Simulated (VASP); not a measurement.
A run of VASP 6.6.1:

File INCAR:

```
PREC     = Accurate       # precision mode
ENCUT    = 300            # plane-wave cutoff, eV
EDIFF    = 1E-7           # SCF threshold, eV
ISMEAR   = 0              # smearing method
SIGMA    = 0.03           # smearing width, eV
LREAL    = F              # projectors in reciprocal space
LASPH    = T              # aspherical terms in the spheres
NELM     = 80             # most SCF steps
ALGO     = Fast           # electronic algorithm
ISIF     = 4              # what is computed and relaxed
LWAVE    = F              # write WAVECAR
LCHARG   = F              # write CHGCAR
GGA      = PE             # functional
IBRION   = 2              # ionic algorithm
NSW      = 40             # ionic steps
EDIFFG   = -0.01          # ionic threshold
KPAR     = 2
```

File KPOINTS:

```
regular mesh
0
Gamma
  2 4 3
```

POSCAR

```
GeS                                     
1.0
   10.5922799371      0.0000000000      0.0000000000
    0.0000000000      3.6788908467     -0.0000000000
    0.0000000000      0.0000000000      4.2462769755
  Ge              S             
     4     4
Direct
     0.1253292637760413    0.2500000000000000    0.1260853105602074
     0.3746707362239587    0.7500000000000000    0.6260853105602073
     0.6253292637760414    0.2500000000000000    0.3739146894397926
     0.8746707362239586    0.7500000000000000    0.8739146894397927
     0.8499087617207717    0.2500000000000000    0.5005436938855825
     0.6500912382792283    0.7500000000000000    0.0005436938855827
     0.3499087617207717    0.2500000000000000    0.9994563061144175
     0.1500912382792283    0.7500000000000000    0.4994563061144101
```

Potentials or basis: VASP PAW PBE potentials, release 64 (Ge, S).

Run with:

```sh
$ cat potpaw_PBE.64/Ge/POTCAR potpaw_PBE.64/S/POTCAR > POTCAR
$ mpirun -np 2 vasp_std > vasp.out
```

Hardware: 2 MPI ranks on Intel(R) Xeon(R) Platinum 8559C (Emerald Rapids) (shared host).

Q: How long does it take, and how much memory?

A: Wall time 62 s on 2 MPI ranks on Intel(R) Xeon(R) Platinum 8559C (Emerald Rapids), with other jobs on the host, peak memory 0.18 GiB a rank. Counts: scf iterations 69, k points 12, ion steps 6.
